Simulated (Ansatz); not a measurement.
A run of Ansatz 0.2.0 is set up as follows.

The input input.yaml:

```yaml
crystal:
  lattice:
    - [1.579, 0.9116360751, 6.1633333333]
    - [-1.579, 0.9116360751, 6.1633333333]
    - [0.0, -1.8232721501, 6.1633333333]
  atoms:
    - { symbol: W, position: [0.0, 0.0, 0.0] }
    - { symbol: S, position: [0.581, 0.581, 0.581] }
    - { symbol: S, position: [0.7503, 0.7503, 0.7503] }
hamiltonian:
  xc: pbesol
  pseudopotentials: { kind: paw }
kpoints:
  mp_grid: { grid: [8, 8, 8] }
scf:
  occupations: { method: fixed }
output:
  forces: true
  stress: true
elastic:
  mode: relaxed_ion
  stencil: two_point
```

Potentials or basis: Ansatz PAW.

The run is started by

```console
$ ansatz run input.yaml --threads 2 --pin off --max-ram 5632MiB --backend cpu --events-out ev --progress --plain --runs-dir out
```

Q: Predict the Voigt bulk modulus.

A: 75 GPa.

Q: Estimate the pressure.

A: -0.3 GPa.

Stress tensor (GPa, compression positive):
```
-0.76  0.00  0.00
 0.00 -0.76  0.00
 0.00  0.00  0.73
```

Caveat: the PAW data sets come from PBE, with cores solved anew for the run's functional, which leaves a small shift of forces and pressure.
